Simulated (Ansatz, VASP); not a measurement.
**CdS (Hawleyite): VASP beside Ansatz**

```
Cd S
1.0
     0.00000    2.91650    2.91650
     2.91650    0.00000    2.91650
     2.91650    2.91650    0.00000
Cd S
1 1
Direct
  0.00000 0.00000 0.00000
  0.75000 0.75000 0.75000
```

Alike in both runs: task single point; functional RPBE; k mesh 8 × 8 × 8; occupations gaussian, width 0.05 eV; no spin polarisation.

```csv
,VASP,Ansatz
version,VASP 6.6.1,Ansatz 0.2.0
potentials or method,"VASP PAW PBE potentials, release 64 (Cd, S)",Ansatz PAW
plane-wave cutoff (eV),520,420
valence electrons in the cell,18,26
```

|  | VASP | Ansatz | Ansatz less VASP |
| --- | --- | --- | --- |
| gap on the k mesh at the Fermi level (eV) | 1.33 | 1.33 | -0.003 |
| least direct gap on the mesh (eV) | 1.33 | 1.33 | -0.003 |
| pressure (GPa) | 5.4 | 5.1 | -0.35 |

The two sets of potentials don't hold the same shells in valence.

Caveats: the PAW data sets were made with another functional, which shifts forces and pressure a little (VASP); the PAW data sets come from PBE, with cores solved anew for the run's functional, which leaves a small shift of forces and pressure (Ansatz). A hybrid or GW would open this gap; RPBE tends to underestimate it.
